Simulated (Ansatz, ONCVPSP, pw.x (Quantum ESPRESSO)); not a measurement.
# pw.x on sc W: one setting changed

Potential: optimised norm-conserving Vanderbilt (ONCV), ONCVPSP 4.0.1.1 (patched build), PBE; core [Kr] 4d10 4f14, reference 5s2 5p6 5d4 6s2; waves: 5s+6s: rc 1.45 bohr, ncon 4, nbas 9, qcut 7.6 1/bohr, 2 projectors; 5p: rc 2.02 bohr, ncon 4, nbas 8, qcut 6.9 1/bohr, 2 projectors, debl 3 Ha; 5d: rc 2.50 bohr, ncon 4, nbas 8, qcut 7.4 1/bohr, 2 projectors, debl 3.9 Ha; local part: polynomial inside 1.30 bohr (lpopt 3, dvloc0 3 Ha); core correction: none.

The reference run (k-mesh 12³, cutoffs 65/260 Ry, Fermi–Dirac 0.01 Ry, mixing_beta 0.4, conv_thr 1e-9, no spin) gives -4.12 GPa at 18.539 Å³/atom, where all-electron LAPW gives -2.09 GPa. This run, with its own iteration cap, changes ecutrho/ecutwfc to 6.

```
&control
  calculation='scf', prefix='x', pseudo_dir='./', outdir='./tmp', tstress=.true., disk_io='none'
/
&system
  ibrav=0, nat=1, ntyp=1, ecutwfc=65, ecutrho=390, nbnd=15,
  occupations='smearing', smearing='fd', degauss=0.01
/
&electrons
  conv_thr=1e-09, mixing_beta=0.4, electron_maxstep=70
/
ATOMIC_SPECIES
W 1.0 W.UPF
CELL_PARAMETERS angstrom
  2.64664343 0.00000000 0.00000000
  0.00000000 2.64664343 0.00000000
  0.00000000 0.00000000 2.64664343
ATOMIC_POSITIONS crystal
W 0.0000 0.0000 0.0000
K_POINTS automatic
12 12 12 0 0 0
```

```bash
pw.x < W.scf.in > W.scf.out
```

Problem. How does the run end?

Solution. It converges in 8 iterations; the free energy moves by +0.3 meV/atom and the pressure by -0.01 GPa. The result is that of the reference run.

```
Message from routine setup:
     no reason to have ecutrho>4*ecutwfc
     Message from routine setup:
     using ibrav=0 with symmetry is DISCOURAGED, use correct ibrav instead
     lattice parameter (alat)  =       5.0014  a.u.
     unit-cell volume          =     125.1074 (a.u.)^3
     number of electrons       =        14.00
     number of Kohn-Sham states=           15
     kinetic-energy cutoff     =      65.0000  Ry
     charge density cutoff     =     390.0000  Ry
     scf convergence threshold =      1.0E-09
     Exchange-correlation= PBE
     number of k points=    84  Fermi-Dirac smearing, width (Ry)=  0.0100
     iteration #  1     ecut=    65.00 Ry     beta= 0.40
     total energy              =    -137.08346585 Ry
     estimated scf accuracy    <       0.02247463 Ry
     iteration #  2     ecut=    65.00 Ry     beta= 0.40
     total energy              =    -137.08405544 Ry
     estimated scf accuracy    <       0.00483012 Ry
     iteration #  3     ecut=    65.00 Ry     beta= 0.40
     total energy              =    -137.08434048 Ry
     estimated scf accuracy    <       0.00047060 Ry
     [... 2 iterations left out ...]
     iteration #  6     ecut=    65.00 Ry     beta= 0.40
     total energy              =    -137.08435693 Ry
     estimated scf accuracy    <       0.00000004 Ry
     iteration #  7     ecut=    65.00 Ry     beta= 0.40
     total energy              =    -137.08435693 Ry
     estimated scf accuracy    <          8.6E-09 Ry
     iteration #  8     ecut=    65.00 Ry     beta= 0.40
     the Fermi energy is    18.5823 ev
!    total energy              =    -137.08435693 Ry
     estimated scf accuracy    <          7.4E-12 Ry
     smearing contrib. (-TS)   =      -0.00276225 Ry
     The total energy is F=E-TS. E is the sum of the following terms:
     one-electron contribution =     -31.25511239 Ry
     hartree contribution      =      20.65997090 Ry
     xc contribution           =     -15.29621980 Ry
     ewald contribution        =    -111.19023339 Ry
     convergence has been achieved in   8 iterations
          total   stress  (Ry/bohr**3)                   (kbar)     P=      -41.25
     Message from routine punch:
     Nothing written, as per user request (disk_io='none')
```

The run took about 19 s on one core of a shared host (Neoverse-N1, 64 threads, 124 GiB, load 51).
